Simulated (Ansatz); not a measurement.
NbAs:

```
CELL_PARAMETERS angstrom
-1.72585 1.72585 5.84000
1.72585 -1.72585 5.84000
1.72585 1.72585 -5.84000
ATOMIC_POSITIONS crystal
Nb 0.50000 0.00000 0.50000
Nb 0.75000 0.75000 0.00000
As 0.91600 0.41600 0.50000
As 0.16600 0.16600 0.00000
```

- Program: Ansatz 0.2.0
- Task: relaxation of cell and atoms
- Functional: PBEsol
- Potentials or basis: Ansatz PAW
- Cutoff: 420 eV (not typed: the program's choice for these potentials)
- k mesh: 11 × 11 × 11
- Occupations: fermi-dirac, width 0.05 eV
- Spin: no spin polarisation

At the start: volume 17.39 Å³/atom.

Where does the relaxation end?

It ends after 4 steps and the volume is 17.15 Å³/atom (-1.4 %); space group I4_1md (No. 109, to 0.05 Å).

The path:
```csv
step,energy change (eV),largest force (eV/Å),volume (Å³)
1,0.0000,0.2880,69.58
2,-0.0014,0.1646,67.42
3,-0.0155,0.0061,68.59
4,-0.0153,0.0061,68.59
```

Final structure:
```
Nb As
1.0
    -1.71984    1.71984    5.79688
     1.71984   -1.71984    5.79688
     1.71984    1.71984   -5.79688
Nb As
2 2
Direct
  0.49876 0.99876 0.50000
  0.74876 0.74876 0.00000
  0.91724 0.41724 0.50000
  0.16724 0.16724 0.00000
```

Caveat: the plane-wave basis is chosen anew once the cell has moved, so the energies of steps on either side of that aren't comparable; the PAW data sets come from PBE, with cores solved anew for the run's functional, which leaves a small shift of forces and pressure.
